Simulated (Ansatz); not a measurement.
input.yaml (Ansatz)

```yaml
crystal:
  lattice:
    - [2.2845542315, 0.0, 0.0]
    - [0.0, 2.2845542315, 0.0]
    - [0.0, 0.0, 4.1220731945]
  atoms:
    - { symbol: Cr, position: [0.0, 0.0, 0.0], spin: 1.5 }
    - { symbol: Cr, position: [0.5, 0.5, 0.5], spin: -1.5 }
hamiltonian:
  xc: blyp
  pseudopotentials:
    kind: paw
    azcp:
      Cr: "pseudopotentials/Cr.paw.azcp"
basis:
  ecutwfc: 420
  fft_grid_basis: typed
kpoints:
  mp_grid: { grid: [15, 15, 8], shift: [0, 0, 0] }
magnetization:
  spin_polarized: true
scf:
  occupations: { method: fermi_dirac, width: 0.05 }
  lower_state_search: "off"
output:
  stress: true
  write_density: true
  write_potential: true
  elf: true
  volumetric_format: npy
```

and its output:

```
Engine: ansatz 0.2.0, aarch64-unknown-linux-gnu
Pseudopotentials: kind: paw
Pseudopotential: Cr, paw, valence charge 14, recommended cutoff 420 eV (normal) 
Functional definition: BLYP
  parameter beta = 0.0042
  parameter a = 0.04918
  parameter b = 0.132
  parameter c = 0.2533
  parameter d = 0.349
  exchange = b88_x(beta = beta)
  correlation = lyp_c(a = a, b = b, c = c, d = d)
Crystal: 2 atoms, lattice volume = 21.514 Å³
Basis set: ecut = 420 eV, 417 PW (Γ), exchange–correlation on 32×32×60 points (8 copies of the dense FFT grid, shifted against one another)
Bands: 20, of which v1, the nominal top of the filled ones, is band 14 counted from 1 (13 counted from 0)
Symmetry: 16 space group operations
Space group: P4/mmm (ITA 123), of the structure as read, at distance tolerance 2.8e-5 Å
Magnetic group: BNS 123.350 (UNI 1010), of the structure as read, at distance tolerance 2.8e-5 Å
k-points: 180 of 1800
Non-local potential: Cr, projectors of the file, l = 0: 3, l = 1: 2, l = 2: 3, l = 3: 1
PAW form: soft (Blöchl's): semilocal exchange-correlation on the pseudo side does not see the compensation charge
PAW frozen core: Cr, regenerated for the run's functional, and the local potential with it (the file was generated under x = pbe(κ = 0.804, μ = 0.2195149727645171), c = pbe(β = 0.06672455060314922))
PAW one-centre angular grid: Cr, 590 points (default); XC on 64 Gauss nodes
Initial density: superposition of atomic densities (chi_scale 0.1, normalization cell)
Starting moments: Σ|m| = 3 μB on 2 of 2 sites
Starting magnetic order: antiferromagnet; a translation exchanges its spin sublattices: spin-degenerate at every k-point
Initial wavefunctions: pseudopotential atomic-orbital guess
Functional: x = b88, c = lyp
SCF iter   1: F=—  HF=-6770.027292 eV  |F-HF|=—  |Δ(HF+E_count)|=         —  Δρ=1.48e-1 (↑1.48e-1 ↓1.48e-1)  dr2=7.36e0  dr2_m=2.14e0  M=0.000 μB ∫|m|=1.063 μB  β_m=0.30  ethr=3.10e-3  ⟨swp⟩=3.7  Hψ=12736  notcnv=0
SCF iter   2: F=—  HF=-6768.665581 eV  |F-HF|=—  |Δ(HF+E_count)|=    1.36e0  Δρ=9.49e-2 (↑9.49e-2 ↓9.49e-2)  dr2=2.23e0  dr2_m=1.14e0  M=0.000 μB ∫|m|=0.987 μB  β_m=0.30  ethr=3.10e-3  ⟨swp⟩=2.3  Hψ=7904  notcnv=0  defer=42
...
WARN: the starting moments were not kept: the SCF closed with an absolute magnetisation of 2.4e-6 μB, where they sum to 3 μB in size (2 sites). That is at most 0.1 of that sum. Measured as dr2_m measures the in/out step, that magnetisation stands 2.3e-12 eV from none, at or under the dr2_threshold of 1.0e-7 eV: it is no larger than a step whose dr2_m would equal this threshold. The system may hold no moment; this SCF shows only that its start led to no more than that. To try another start: raise the starting moments (crystal.atoms[].spin, magnetization.per_species, magnetization.initial_magnetization, or on a non-collinear deck that types none of these the spinor_matrix: blocks that start its atoms; where the total moment is fixed, keep their sum and leave initial_magnetization as it is; typed ones take the place of any that the run laid by itself, positive ones on a crystal's lanthanoids without a Hubbard term where scf.initial_density.shell_occupations: [] is typed) or, if the notice of its spin-set hold's release reads "site moments contracting" or "site moments show no strong build", lengthen the hold (scf.mixing.spin_hold: { on: { confirm: 4 } }; for m-r²SCAN on two components see the key's manual first). Each may lead to a state that holds a moment. A second SCF, from the converged charge density, with the starting moments and any scf.initial_density.shell_occupations laid on it anew, would have followed, and was not run: the deck does not ask for one (magnetization.retry_lost_moments is false, the default). To let it run, set magnetization.retry_lost_moments: true and run the deck again, where that key's refused combinations let it; where memory then withholds it, that run's warning says so.
SCF 1 converged in 17 iterations: F = -6768.396133 eV  dr2 = 1.55e-11
SCF converged after 17 iterations
Magnetization: 0.0000 μB (14.0000 up, 14.0000 down)
Absolute magnetization: 0.0000 μB (∫|ρ↑−ρ↓|, with the PAW one-centre terms)
Spin contamination: 0.0000 ħ² per cell (⟨S²⟩ above its minimum at these occupations)
Per-site moments (μB) at R_I (Å): [(-8.69956236697706e-7, 0.9423786204937501), (8.69956236697706e-7, 0.9423786204937501)]
Free energy (F): -6768.396133 eV
Harris-Foulkes:  -6768.396133 eV  (|F-HF|=3.64e-12)
Internal energy: -6768.380156 eV  (E = F + TS)
E sigma→0 (E₀):  -6768.388145 eV
Entropy (-TS):   -0.015977 eV (-7.989 meV/atom)
Fermi energy:    21.678172 eV
--- Per-component energies (eV) ---
  E_band       = -227.522822
  E_kinetic    = 694.596959
  E_local      = -2257.706191  (includes V_loc(G=0)·N_el)
  E_nonlocal   = 161.308084
  E_hartree    = 1005.883245
  E_xc         = -278.047517
  E_vxc        = -354.055638  (∫ρ·V_xc dr)
  E_paw        = -2411.528277  (= ΣΔE_a)
  E_vpaw       = -483.432924  (= ΣTr[D̂ρ^β])
  E_aug_tail   = 0.000644  (compensation charges beyond the density's cutoff)
  E_ewald      = -3682.916684
  E_core_change = 0.029581  (= ΣΔE_core)
  E_smearing   = -0.015977  (= −TS)
  E_closure    = 0.000000  (closes the sum)
  Σ components = -6768.396133   (vs F -6768.396133, Δ=0.00e0)
--- Stress (GPa, compression-positive) ---
       36.151368       0.000000       0.000000
        0.000000      36.151368       0.000000
        0.000000       0.000000      37.056168
  P = ⅓ Tr σ = 36.4530 GPa (364.530 kbar)
--- Band table (eV; the first three rows and the last of 360) ---
  k-point 0 ↑: bands = ["-50.1524", "-49.9689", "-21.8903", "-21.0287", "-20.8887", "-20.8887", "-20.7300", "-20.7300", "13.6896", "16.7974", "17.6435", "19.0826", "20.7840", "21.8597", "21.8597", "22.2150", "24.0747", "24.2885", "24.2885", "24.4919"]
  k-point 1 ↑: bands = ["-50.1455", "-49.9760", "-21.8586", "-21.0628", "-20.8827", "-20.8827", "-20.7361", "-20.7361", "13.8576", "16.8177", "17.6926", "19.0210", "20.6802", "21.7738", "21.9375", "21.9375", "24.0902", "24.1758", "24.1758", "24.4756"]
  k-point 2 ↑: bands = ["-50.1258", "-49.9961", "-21.7681", "-21.1592", "-20.8657", "-20.8657", "-20.7535", "-20.7535", "14.3430", "16.8134", "17.8345", "18.8492", "20.4055", "20.8336", "22.1635", "22.1635", "23.8667", "23.8667", "24.1344", "24.4294"]
  k-point 179 ↓: bands = ["-49.6590", "-49.6590", "-21.8568", "-21.8568", "-21.8528", "-21.8527", "-21.1637", "-21.1637", "17.2146", "17.2146", "19.6368", "19.6369", "19.7184", "19.7184", "22.4158", "22.4158", "25.4406", "25.4406", "32.2968", "32.2968"]
```
